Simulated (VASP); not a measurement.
# MgS (Niningerite) (Fm-3m) in VASP: settings compared, part 2 of 2

VASP 6.6.1. Earlier steps stand in the parts before.

**3. Relaxation of cell and atoms, PBE+TS**

Input file INCAR:

```
SYSTEM = MgS
  ALGO = Normal
  EDIFF = 1E-6
  EDIFFG = -0.01
  ENCUT = 600
  GGA = PE
  IBRION = 2
  ISIF = 3
  ISMEAR = -1
  IVDW = 2
  LASPH = .True.
  LCHARG = .False.
  LREAL = .False.
  LWAVE = .False.
  NELM = 100
  NSW = 40
  PREC = Accurate
  SIGMA = 0.05
```

Input file KPOINTS:

```
k-points
0
Gamma
  9 9 9
  0 0 0
```

Input file POSCAR:

```
MgS
1.0
    0.0000000000      2.6016500000      2.6016500000
    2.6016500000      0.0000000000      2.6016500000
    2.6016500000      2.6016500000      0.0000000000
S Mg
1 1
Direct
    0.5000000000      0.5000000000      0.5000000000
    0.0000000000      0.0000000000      0.0000000000
```

Potentials or basis: VASP PAW PBE potentials, release 64 (S, Mg).

Command:

```console
cat potpaw_PBE.64/S/POTCAR potpaw_PBE.64/Mg/POTCAR > POTCAR
mpirun -np 1 vasp_std > vasp.out
```

OUTCAR:

```text
SYSTEM = MgS
   EDIFF = 1E-6
   EDIFFG = -0.01
   ENCUT = 600
   GGA = PE
   IBRION = 2
   ISIF = 3
   ISMEAR = -1
   IVDW = 2
   LASPH = .True.
   LREAL = .False.
   NELM = 100
   NSW = 40
   PREC = Accurate
  IVDW =   2

 ion  position               nearest neighbor table
   1  0.500  0.500  0.500-   2 2.60   2 2.60   2 2.60   2 2.60   2 2.60   2 2.60
   2  0.000  0.000  0.000-   1 2.60   1 2.60   1 2.60   1 2.60   1 2.60   1 2.60

  LATTYP: Found a face centered cubic cell.
 ALAT       =     5.2033000000

  Lattice vectors:

 A1 = (   0.0000000000,   2.6016500000,   2.6016500000)
 A2 = (   2.6016500000,   0.0000000000,   2.6016500000)
 A3 = (   2.6016500000,   2.6016500000,   0.0000000000)

Analysis of symmetry for initial positions (statically):
=====================================================================
 Subroutine PRICEL returns:
 Original cell was already a primitive cell.

 Routine SETGRP: Setting up the symmetry group for a
 face centered cubic supercell.

 Subroutine GETGRP returns: Found 48 space group operations
 (whereof 48 operations were pure point group operations)
 out of a pool of 48 trial point group operations.

The static configuration has the point symmetry O_h .

Analysis of symmetry for dynamics (positions and initial velocities):
=====================================================================
 Subroutine PRICEL returns:
 Original cell was already a primitive cell.

 Routine SETGRP: Setting up the symmetry group for a
 face centered cubic supercell.

 Subroutine GETGRP returns: Found 48 space group operations
 (whereof 48 operations were pure point group operations)
 out of a pool of 48 trial point group operations.

The dynamic configuration has the point symmetry O_h .

 Subroutine INISYM returns: Found 48 space group operations
 (whereof 48 operations are pure point group operations),
 and found     1 'primitive' translations

----------------------------------------------------------------------------------------

                                     Primitive cell

  volume of cell :      35.2190

  direct lattice vectors                    reciprocal lattice vectors
     0.000000000  2.601650000  2.601650000    -0.192185728  0.192185728  0.192185728
     2.601650000  0.000000000  2.601650000     0.192185728 -0.192185728  0.192185728
     2.601650000  2.601650000  0.000000000     0.192185728  0.192185728 -0.192185728

  length of vectors
     3.679288715  3.679288715  3.679288715     0.332875446  0.332875446  0.332875446

  position of ions in fractional coordinates (direct lattice)
     0.500000000  0.500000000  0.500000000
     0.000000000  0.000000000  0.000000000

  ion indices of the primitive-cell ions
   primitive index   ion index
                 1           1
                 2           2

----------------------------------------------------------------------------------------

 KPOINTS: k-points

Automatic generation of k-mesh.
 Grid dimensions read from file:
 generate k-points for:    9    9    9

 Generating k-lattice:

  Cartesian coordinates                     Fractional coordinates (reciprocal lattice)
    -0.021353970  0.021353970  0.021353970     0.111111111  0.000000000  0.000000000
     0.021353970 -0.021353970  0.021353970     0.000000000  0.111111111  0.000000000
     0.021353970  0.021353970 -0.021353970     0.000000000  0.000000000  0.111111111

  Length of vectors
     0.036986161  0.036986161  0.036986161

  Shift w.r.t. Gamma in fractional coordinates (k-lattice)
     0.000000000  0.000000000  0.000000000

 Subroutine IBZKPT returns following result:
 ===========================================

 Found     35 irreducible k-points:

 Following reciprocal coordinates:
            Coordinates               Weight
  0.000000  0.000000  0.000000      1.000000
  0.111111  0.000000  0.000000      8.000000
  0.222222  0.000000  0.000000      8.000000
  0.333333  0.000000  0.000000      8.000000
  0.444444  0.000000  0.000000      8.000000
  0.111111  0.111111  0.000000      6.000000
[... 16 lines left out ...]
 -0.333333  0.333333  0.000000     12.000000
  0.444444  0.444444  0.000000      6.000000
 [... further k-points ...]
   k-points           NKPTS =     35   k-points in BZ     NKDIM =     35   number of bands    NBANDS=      8
   number of dos      NEDOS =    301   number of ions     NIONS =      2
   total plane-waves  NPLWV =  27000
   dimension x,y,z NGX =    30 NGY =   30 NGZ =   30
   dimension x,y,z NGXF=    60 NGYF=   60 NGZF=   60
   ions per type =               1   1
   NGX,Y,Z   is equivalent  to a cutoff of  13.56, 13.56, 13.56 a.u.
   NGXF,Y,Z  is equivalent  to a cutoff of  27.11, 27.11, 27.11 a.u.
 SYSTEM =  MgS
   PREC   = accura    normal or accurate (medium, high low for compatibility)
   ISTART =      0    job   : 0-new  1-cont  2-samecut
   ICHARG =      2    charge: 1-file 2-atom 10-const
   ISPIN  =      1    spin polarized calculation?
   LNONCOLLINEAR =      F non collinear calculations
   LSORBIT =      F    spin-orbit coupling
   LASPH  =      T    aspherical Exc in radial PAW
   ENCUT  =  600.0 eV  44.10 Ry    6.64 a.u.   7.35  7.35  7.35*2*pi/ulx,y,z
   NELM   =    100;   NELMIN=  2; NELMDL= -5     # of ELM steps
   EDIFF  = 0.1E-05   stopping-criterion for ELM
   LREAL  =      F    real-space projection
   EDIFFG = -.1E-01   stopping-criterion for IOM
   NSW    =     40    number of steps for IOM
   IBRION =      2    ionic relax: 0-MD 1-quasi-New 2-CG
   NFREE  =      1    steps in history (QN), initial steepest desc. (CG)
   ISIF   =      3    stress and relaxation
   ISYM   =      2    0-nonsym 1-usesym 2-fastsym
   POTIM  = 0.5000    time-step for ionic-motion
   TEBEG  =    0.0;   TEEND  =   0.0 temperature during run
   PSTRESS=    0.0 pullay stress
   NELECT =       8.0000    total number of electrons
   NUPDOWN=      -1.0000    fix difference up-down
   EMIN   =  10.00;   EMAX   =-10.00  energy-range for DOS
   EFERMI =   0.00;   METHOD = LEGACY
   ISMEAR =    -1;   SIGMA  =   0.05  broadening in eV -4-tet -1-fermi 0-gaus
   EFERMI_NEDOS =   21; number of points for ismear=-14 and -15
   IALGO  =     38    algorithm
   IMIX   =      4    mixing-type and parameters
     AMIX     =   0.40;   BMIX     =  1.00
     AMIX_MAG =   1.60;   BMIX_MAG =  1.00
  volume/ion in A,a.u.               =      17.61       118.83
  Fermi-wavevector in a.u.,A,eV,Ry     =   0.998878  1.887606 13.575323  0.997758
  Thomas-Fermi vector in A             =   2.131131
   LORBIT       =      0    0 simple, 1 ext, 2 COOP (PROOUT), +10 PAW based schemes
   GGA     = PE    functional components
   LHFCALC =     F    Hartree Fock is set to
   AEXX    =    0.0000 exact exchange contribution
   IVDW    =     2    specifies the selected vdW correction
   LEPSILON=     F    determine dielectric tensor
   LRPA    =     F    only Hartree local field effects (RPA)
 conjugate gradient relaxation of ions
 non-spin polarized calculation
  energy-cutoff  :      600.00
  volume of cell :       35.22
 maximum number of plane-waves:      1211
 NGX is ok and might be reduce to    30
   NGX = 15   NGY = 15   NGZ = 15

--------------------------------------- Ionic step        1  -------------------------------------------

 number of electron       7.9999999 magnetization

 Free energy of the ion-electron system (eV)
  ---------------------------------------------------
  ext. energy  EPLUGINS =         0.00000000
  ---------------------------------------------------
  free energy    TOTEN  =        -8.50238691 eV

  energy without entropy =       -8.50238691  energy(sigma->0) =       -8.50238691

------------------------ aborting loop because EDIFF is reached ----------------------------------------

  Tkatchenko/Scheffler method for vdW energy calculation

  Number of pair interactions contributing to vdW energy:   44480
[... 75 lines left out ...]
--------------------------------------- Ionic step        3  -------------------------------------------

 number of electron       8.0000000 magnetization

 Free energy of the ion-electron system (eV)
  ---------------------------------------------------
  ext. energy  EPLUGINS =         0.00000000
  ---------------------------------------------------
  free energy    TOTEN  =        -8.49586393 eV

  energy without entropy =       -8.49586393  energy(sigma->0) =       -8.49586393

 E-fermi :   4.9113     XC(G=0):  -9.7646

 val. band max:        3.8913452882   @ k =   0.0000   0.0000   0.0000
 cond. band min:       6.8374987202   @ k =   0.4444   0.4444   0.0000
 fundamental gap:      2.9461534319
 Fermi energy:         4.9112557065

 k-point     1 :       0.0000    0.0000    0.0000
  band No.  band energies     occupation
      1      -8.8819      2.00000
      2       3.8913      2.00000
      3       3.8913      2.00000
      4       3.8913      2.00000
      5       7.7491      0.00000
      6      11.8336      0.00000
      7      11.8336      0.00000
      8      11.8336      0.00000
[... 243 lines left out ...]
 k-point    24 :       0.4444    0.4444    0.0000
  band No.  band energies     occupation
      1      -7.2124      2.00000
      2      -0.2988      2.00000
      3       2.2069      2.00000
      4       2.2069      2.00000
      5       6.8375      0.00000
      6       8.2936      0.00000
      7      15.7188      0.00000
      8      16.6452      0.00000

 [... further k-points ...]

------------------------ aborting loop because EDIFF is reached ----------------------------------------

  Hirshfeld charges:
            ion         q(e)
   ------------------------------
      1     S       -0.25260082
      2     Mg       0.25260082

  Tkatchenko/Scheffler method for vdW energy calculation

  Number of pair interactions contributing to vdW energy:   45176

  Edisp (eV):   -0.61144
[... 25 lines left out ...]
  FREE ENERGIE OF THE ION-ELECTRON SYSTEM (eV)
  ---------------------------------------------------
  free  energy   TOTEN  =        -9.1073019093 eV

  energy  without entropy=       -9.1073019093  energy(sigma->0) =       -9.10730191

 reached required accuracy - stopping structural energy minimisation
```

OSZICAR:

```text
N       E                     dE             d eps       ncg     rms          rms(c)
DAV:   1     0.257674971854E+02    0.25767E+02   -0.40956E+03   592   0.925E+02
DAV:   2    -0.765155602360E+01   -0.33419E+02   -0.31661E+02   768   0.111E+02
DAV:   3    -0.890275775409E+01   -0.12512E+01   -0.12512E+01   672   0.287E+01
DAV:   4    -0.890798408805E+01   -0.52263E-02   -0.52263E-02   920   0.208E+00
[... 18 lines left out ...]
       N       E                     dE             d eps       ncg     rms          rms(c)
DAV:   1    -0.849606388180E+01   -0.16677E-02   -0.42314E-03   624   0.427E-01    0.113E-01
DAV:   2    -0.849588592612E+01    0.17796E-03   -0.51076E-04   608   0.123E-01    0.375E-02
DAV:   3    -0.849586462976E+01    0.21296E-04   -0.11320E-04   632   0.593E-02    0.255E-02
DAV:   4    -0.849586392787E+01    0.70189E-06   -0.78540E-07   456   0.812E-03
   3 F= -.91073019E+01 E0= -.91073019E+01  d E =-.266229E-02
```

It took 30 s on 1 thread of Intel Xeon 6975P-C (Granite Rapids), shared host; peak memory 0.16 GiB.

Results:

- Free energy: -9.1073 eV
- Relaxed volume: 17.29 Å³/atom
- Relaxed cell: a = 3.657 Å, b = 3.657 Å, c = 3.657 Å, α = 60.00°, β = 60.00°, γ = 60.00°
- Space group after relaxing (to 0.05 Å): Fm-3m (No. 225)
- Energy gained by relaxing: 1.3 meV/atom
- Ionic steps: 3
- Pressure after relaxing: 0.0 GPa
- Band gap on the k mesh: 2.95 eV, indirect (least direct gap 3.86 eV)
- Hirshfeld charges: S -0.25; Mg +0.25 e
- Dispersion energy per atom: -0.306 eV

The path:
```
step  energy change (eV)  largest force (eV/Å)  pressure (GPa)  volume (Å³)
   1              0.0000                0.0000           -1.33        35.22
   2             -0.0026                0.0000            0.19        34.48
   3             -0.0027                0.0000           -0.01        34.57
```

Final structure:
```
S Mg
1.0
     0.00000    2.58569    2.58569
     2.58569    0.00000    2.58569
     2.58569    2.58569    0.00000
S Mg
1 1
Cartesian
  2.5857 2.5857 2.5857
  0.0000 0.0000 0.0000
```

Caveat: an odd mesh through Γ misses points on the zone boundary, where band edges often lie.

**4. Relaxation of cell and atoms, PBE+TS-HI**

INCAR, as its differences from that of step 3:

```diff
@@ -9,3 +9,3 @@
   ISMEAR = -1
-  IVDW = 2
+  IVDW = 21
   LASPH = .True.
```

KPOINTS is that of step 3.

POSCAR is that of step 3.

Command:

```console
cat potpaw_PBE.64/S/POTCAR potpaw_PBE.64/Mg/POTCAR > POTCAR
mpirun -np 1 vasp_std > vasp.out
```

Wall time 72 s (1 thread of Intel Xeon 6975P-C (Granite Rapids), shared host); peak memory 0.16 GiB.

The run converged. Its results:

```yaml
Free_energy: -8.7724 eV
Relaxed_volume: 17.42 Å³/atom
Relaxed_cell: a = 3.666 Å, b = 3.666 Å, c = 3.666 Å, α = 60.00°, β = 60.00°, γ = 60.00°
Space_group_after_relaxing_to_0.05_Å: Fm-3m (No. 225)
Energy_gained_by_relaxing: 0.5 meV/atom
Ionic_steps: 3
Pressure_after_relaxing: 0.0 GPa
Band_gap_on_the_k_mesh: 2.93 eV, indirect (least direct gap 3.80 eV)
Hirshfeld_charges: S -0.26; Mg +0.26 e
Dispersion_energy_per_atom: -0.137 eV
```

Step by step:
```
step  energy change (eV)  largest force (eV/Å)  pressure (GPa)  volume (Å³)
   1              0.0000                0.0000           -0.79        35.22
   2             -0.0009                0.0000            0.16        34.78
   3             -0.0010                0.0000            0.01        34.85
```

Final structure:
```
CELL_PARAMETERS angstrom
0.00000 2.59241 2.59241
2.59241 0.00000 2.59241
2.59241 2.59241 0.00000
ATOMIC_POSITIONS crystal
S 0.50000 0.50000 0.50000
Mg 0.00000 0.00000 0.00000
```

Levels at points of the mesh, in eV from the valence-band top:
```csv
k point,band 2,band 3,band 4,band 5,band 6,band 7
"(0.00, 0.00, 0.00)",0.00,0.00,0.00,3.80,7.95,7.95
```

Caveat: an odd mesh through Γ misses points on the zone boundary, where band edges often lie.

**5. Relaxation of cell and atoms, PBE+MBD**

INCAR, as its differences from that of step 4:

```diff
@@ -9,3 +9,3 @@
   ISMEAR = -1
-  IVDW = 21
+  IVDW = 202
   LASPH = .True.
```

KPOINTS is that of step 4.

POSCAR is that of step 4.

Command:

```console
cat potpaw_PBE.64/S/POTCAR potpaw_PBE.64/Mg/POTCAR > POTCAR
mpirun -np 1 vasp_std > vasp.out
```

It took 41 s on 1 thread of Intel Xeon 6975P-C (Granite Rapids), shared host; peak memory 0.17 GiB.

Results (log left out):

| Item | Value |
| --- | --- |
| Free energy | -9.3045 eV |
| Relaxed volume | 16.88 Å³/atom |
| Relaxed cell | a = 3.628 Å, b = 3.628 Å, c = 3.628 Å, α = 60.00°, β = 60.00°, γ = 60.00° |
| Space group after relaxing (to 0.05 Å) | Fm-3m (No. 225) |
| Energy gained by relaxing | 7.4 meV/atom |
| Ionic steps | 3 |
| Pressure after relaxing | -0.1 GPa |
| Band gap on the k mesh | 3.00 eV, indirect (least direct gap 4.05 eV) |
| Hirshfeld charges | S -0.25; Mg +0.25 e |
| Dispersion energy per atom | -0.413 eV |

Step by step:
```csv
step,energy change (eV),largest force (eV/Å),pressure (GPa),volume (Å³)
1,0.0000,0.0000,-3.21,35.22
2,-0.0140,0.0000,0.69,33.45
3,-0.0147,0.0000,-0.08,33.76
```

Final structure:
```
S Mg
1.0
     0.00000    2.56517    2.56517
     2.56517    0.00000    2.56517
     2.56517    2.56517    0.00000
S Mg
1 1
Direct
  0.50000 0.50000 0.50000
  0.00000 0.00000 0.00000
```

Levels at points of the mesh, in eV from the valence-band top:
```tsv
k point	band 1	band 2	band 3	band 4	band 5	band 6	band 7	band 8
(0.00, 0.00, 0.00)	-12.91	0.00	0.00	0.00	4.05	7.92	7.92	7.92
```

Caveat: an odd mesh through Γ misses points on the zone boundary, where band edges often lie.

**6. Relaxation of cell and atoms, PBE+MBD-FI**

INCAR, as its differences from that of step 5:

```diff
@@ -9,3 +9,3 @@
   ISMEAR = -1
-  IVDW = 202
+  IVDW = 263
   LASPH = .True.
```

KPOINTS is that of step 5.

POSCAR is that of step 5.

Potentials or basis: VASP PAW PBE potentials, release 64 (S, Mg).

Command:

```console
cat potpaw_PBE.64/S/POTCAR potpaw_PBE.64/Mg/POTCAR > POTCAR
mpirun -np 1 vasp_std > vasp.out
```

Run time: 81 s. Hardware: 1 thread of Intel Xeon 6975P-C (Granite Rapids), shared host; peak memory 0.16 GiB.

It converged, with:

| Quantity | Value |
| --- | --- |
| Free energy | -9.0763 eV |
| Relaxed volume | 17.19 Å³/atom |
| Relaxed cell | a = 3.650 Å, b = 3.650 Å, c = 3.650 Å, α = 60.00°, β = 60.00°, γ = 60.00° |
| Space group after relaxing (to 0.05 Å) | Fm-3m (No. 225) |
| Energy gained by relaxing | 0.3 meV/atom |
| Ionic steps | 3 |
| Pressure after relaxing | 0.0 GPa |
| Band gap on the k mesh | 2.96 eV, indirect (least direct gap 3.91 eV) |
| Hirshfeld charges | S -0.26; Mg +0.26 e |
| Dispersion energy per atom | -0.292 eV |

Step by step:
| step | energy change (eV) | largest force (eV/Å) | pressure (GPa) | volume (Å³) |
| --- | --- | --- | --- | --- |
| 1 | 0.0000 | 0.0000 | -1.90 | 35.22 |
| 2 | 0.0007 | 0.0000 | 0.48 | 34.17 |
| 3 | -0.0007 | 0.0000 | -0.02 | 34.37 |

Final structure:
```
CELL_PARAMETERS angstrom
0.00000 2.58065 2.58065
2.58065 0.00000 2.58065
2.58065 2.58065 0.00000
ATOMIC_POSITIONS crystal
S 0.50000 0.50000 0.50000
Mg 0.00000 0.00000 0.00000
```

Levels at points of the mesh, in eV from the valence-band top:
| k point | band 1 | band 2 | band 3 | band 4 | band 5 | band 6 | band 7 | band 8 |
| --- | --- | --- | --- | --- | --- | --- | --- | --- |
| (0.00, 0.00, 0.00) | -12.81 | 0.00 | 0.00 | 0.00 | 3.91 | 7.94 | 7.94 | 7.94 |

Caveat: an odd mesh through Γ misses points on the zone boundary, where band edges often lie.

**7. For comparison**

An earlier run on the cell as given: functional PBE; potentials or basis VASP PAW PBE potentials, release 64 (S, Mg); cutoff 520 eV; k mesh 9 × 9 × 9; occupations fermi-dirac, width 0.05 eV; no spin polarisation.

* Pressure: 0.9 GPa
* Band gap on the k mesh: 2.91 eV, indirect (least direct gap 3.71 eV)

**8. Overview**

```tsv
task	level	cell	cutoff (eV)	gap on the mesh (eV)	pressure (GPa)	relaxed volume (Å³/atom)
relaxation of cell and atoms	PBE+D4	relaxed	600	2.95	0.0	17.23
relaxation of cell and atoms	PBE+TS	relaxed	600	2.95	0.0	17.29
relaxation of cell and atoms	PBE+TS-HI	relaxed	600	2.93	0.0	17.42
relaxation of cell and atoms	PBE+MBD	relaxed	600	3.00	-0.1	16.88
relaxation of cell and atoms	PBE+MBD-FI	relaxed	600	2.96	0.0	17.19
single point	PBE	as given	520	2.91	0.9	-
```

Alike in all rows: potentials or basis VASP PAW PBE potentials, release 64 (S, Mg); no spin polarisation; k mesh 9 × 9 × 9; smearing fermi-dirac 0.05 eV.

Caveats: an odd mesh through Γ misses points on the zone boundary, where band edges often lie.

Absolute energies hang on the potentials; compare differences alone.
